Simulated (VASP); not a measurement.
Wanted: the native input for a VASP 6.6.1 run.

```
Task                   : relaxation of cell and atoms
Functional             : PBE
Dispersion             : D3(BJ)
Potentials or basis    : VASP PAW PBE potentials, release 64 (B, N)
Cutoff                 : 600 eV
k mesh                 : 15 × 15 × 1
Occupations            : gaussian, width 0.03 eV
Spin                   : no spin polarisation
Further INCAR settings : ALGO = Normal; EDIFF = 1e-07; IBRION = 2; EDIFFG = -0.005; NSW = 90; ISIF = 3
```

The structure of BN lies in POSCAR:

```
BN                                      
1.0
    2.5075257224      0.0000000000      0.0000000000
   -1.2537628612      2.1715809715      0.0000000000
    0.0000000000      0.0000000000     21.3178500000
  B               N             
     2     2
Direct
     0.6666666699999979    0.3333333300000021    0.4222087867150570
     0.3333333300000021    0.6666666699999979    0.5777912132849430
     0.3333333300000021    0.6666666699999979    0.4221230661199653
     0.6666666699999979    0.3333333300000021    0.5778769338800347
```

The input as run:

INCAR

```
PREC = Accurate
ENCUT = 600
EDIFF = 1E-7
ISMEAR = 0
SIGMA = 0.03
LREAL = False
LASPH = True
NELM = 80
ALGO = Normal
ISIF = 3
LWAVE = False
LCHARG = False
GGA = PE
IVDW = 12
IBRION = 2
NSW = 90
EDIFFG = -0.005
LATTICE_CONSTRAINTS = .TRUE. .TRUE. .FALSE.
KPAR = 4
```

KPOINTS

```
regular mesh
0
Gamma
  15 15 1
```

Potentials or basis: VASP PAW PBE potentials, release 64 (B, N).

The run is started by

```bash
$ cat potpaw_PBE.64/B/POTCAR potpaw_PBE.64/N/POTCAR > POTCAR
$ mpirun -np 4 vasp_std > vasp.out
```

It gave:

```
Energy gained by relaxing    : 0.1 meV/atom
Ionic steps                  : 14
Largest force after relaxing : 0.004 eV/Å
Band gap on the k mesh       : 4.53 eV, indirect (least direct gap 4.72 eV)
Dispersion energy per atom   : -0.106 eV
```

Run time: 110 s on 4 MPI ranks on Intel(R) Xeon(R) Platinum 8559C (Emerald Rapids), with other jobs on the host, peak memory 0.3 GiB a rank.
